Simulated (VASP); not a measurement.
## ZrC: single point with PBE

ZrC:

```
CELL_PARAMETERS angstrom
0.00000 2.36314 2.36314
2.36314 0.00000 2.36314
2.36314 2.36314 0.00000
ATOMIC_POSITIONS crystal
Zr 0.00000 0.00000 0.00000
C 0.50000 0.50000 0.50000
```

```yaml
Program: VASP 6.6.1
Task: single point
Functional: PBE
Potentials_or_basis: VASP PAW PBE potentials, release 64 (Zr_sv, C)
Cutoff: 520 eV
k_mesh: 7 × 7 × 7
Occupations: fermi-dirac, width 0.0324 eV
Spin: no spin polarisation
Dipole_correction: no
Further_INCAR_settings: ALGO = Fast; EDIFF = 1e-07; NBANDS = 15
```

```
Pressure               : -2.2 GPa
Band gap on the k mesh : none (metal or under the smearing width)
```

Levels at points of the mesh, in eV from the Fermi level:
| k point | band 5 | band 6 | band 7 | band 8 | band 9 | band 10 | band 11 | band 12 |
| --- | --- | --- | --- | --- | --- | --- | --- | --- |
| (0.00, 0.00, 0.00) | -11.19 | 0.99 | 0.99 | 0.99 | 1.14 | 1.14 | 1.14 | 2.82 |

Wall time 12 s on 1 thread of Intel(R) Xeon(R) Platinum 8488C (Sapphire Rapids), on a shared host, peak memory 0.15 GiB.
